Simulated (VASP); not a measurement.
InAs: single point with r2SCAN

**Experimental background.**

A printed reference work, data compilation reports, for a bulk crystal of InAs at 4.2 K: band gap 0.418 eV (direct).

InAs:

```
In As
1.0
     0.00000    3.01800    3.01800
     3.01800    0.00000    3.01800
     3.01800    3.01800    0.00000
In As
1 1
Cartesian
  0.0000 0.0000 0.0000
  4.5270 4.5270 4.5270
```

* Program: VASP 6.6.1
* Task: single point
* Functional: r2SCAN
* Potentials or basis: VASP PAW PBE potentials, release 64 (In_d, As)
* Cutoff: 520 eV
* k mesh: 8 × 8 × 8
* Occupations: fermi-dirac, width 0.05 eV
* Spin: no spin polarisation

```yaml
Pressure: 2.3 GPa
Band_gap_on_the_k_mesh: 0.28 eV, direct
```

Levels at points of the mesh, in eV from the valence-band top:
| k point | band 6 | band 7 | band 8 | band 9 | band 10 | band 11 | band 12 | band 13 |
| --- | --- | --- | --- | --- | --- | --- | --- | --- |
| (0.00, 0.00, 0.00) | -12.34 | 0.00 | 0.00 | 0.00 | 0.28 | 4.28 | 4.28 | 4.28 |
| (0.50, 0.00, 0.00) | -10.77 | -5.91 | -1.02 | -1.02 | 1.34 | 5.05 | 5.05 | 7.30 |
| (0.50, 0.50, 0.00) | -10.20 | -5.96 | -2.41 | -2.41 | 1.82 | 2.36 | 9.88 | 9.99 |

Wall time 63 s on 1 thread of Intel(R) Xeon(R) Platinum 8488C (Sapphire Rapids), with other jobs on the host, peak memory 0.19 GiB.

Against the measured gap of InAs, 0.418 eV (direct; 4.2 K; a printed reference work, data compilation), the calculated 0.28 eV is off by -0.14 eV. Spin-orbit coupling on As, In is left out. The value is that of r2SCAN, without temperature or zero-point motion.

Caveat: the PAW data sets were made with another functional, which shifts forces and pressure a little; spin-orbit coupling is left out, which moves the levels of the heavy elements.
